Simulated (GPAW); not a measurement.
Crystal: ZrSe2.

```
CELL_PARAMETERS angstrom
3.79800 0.00000 0.00000
-1.89900 3.28916 0.00000
0.00000 0.00000 6.19200
ATOMIC_POSITIONS crystal
Zr 0.00000 0.00000 0.00000
Se 0.66667 0.33333 0.75000
Se 0.33333 0.66667 0.25000
```

- Program: GPAW 26.7.0
- Task: relaxation of cell and atoms
- Functional: BLYP
- Dispersion: D3(BJ)
- Potentials or basis: PAW data sets generated in the run's folder for this functional
- Cutoff: 600 eV
- Basis: pw
- k mesh: 8 × 8 × 5
- Occupations: fermi-dirac, width 0.05 eV
- Spin: no spin polarisation

At the start: pressure -0.5 GPa; volume 25.78 Å³/atom.

Q: Where does the relaxation end?

A: Over 11 steps the energy falls by 21.8 meV/atom and the volume is 23.98 Å³/atom (-7.0 %); space group P-3m1 (No. 164, to 0.05 Å).

The path:
| step | energy change (eV) | largest force (eV/Å) | pressure (GPa) | volume (Å³) |
| --- | --- | --- | --- | --- |
| 1 | 0.0000 | 0.4495 | -0.47 | 77.35 |
| 2 | -0.0056 | 0.3901 | -0.68 | 77.27 |
| 3 | -0.0328 | 0.0805 | -2.03 | 76.09 |
| 4 | -0.0382 | 0.1237 | -1.93 | 75.49 |
| 5 | -0.0543 | 0.1418 | -0.52 | 72.54 |
| 6 | -0.0572 | 0.0451 | 0.10 | 72.08 |
| 7 | -0.0591 | 0.0483 | 0.49 | 71.95 |
| 8 | -0.0606 | 0.0892 | 0.63 | 71.88 |
| 9 | -0.0637 | 0.1093 | 0.60 | 71.81 |
| 10 | -0.0650 | 0.0624 | 0.30 | 71.86 |
| 11 | -0.0653 | 0.0145 | 0.06 | 71.94 |

Final structure:
```xyz
3
Lattice="3.7567 0.0000 0.0000 -1.8783 3.2534 0.0000 0.0000 0.0000 5.8865" Properties=species:S:1:pos:R:3 pbc="T T T"
Zr    0.0000    0.0000    0.0000
Se    1.8783    1.0845    4.3009
Se    0.0000    2.1689    1.5856
```

Caveat: later steps reuse the first step's grids.
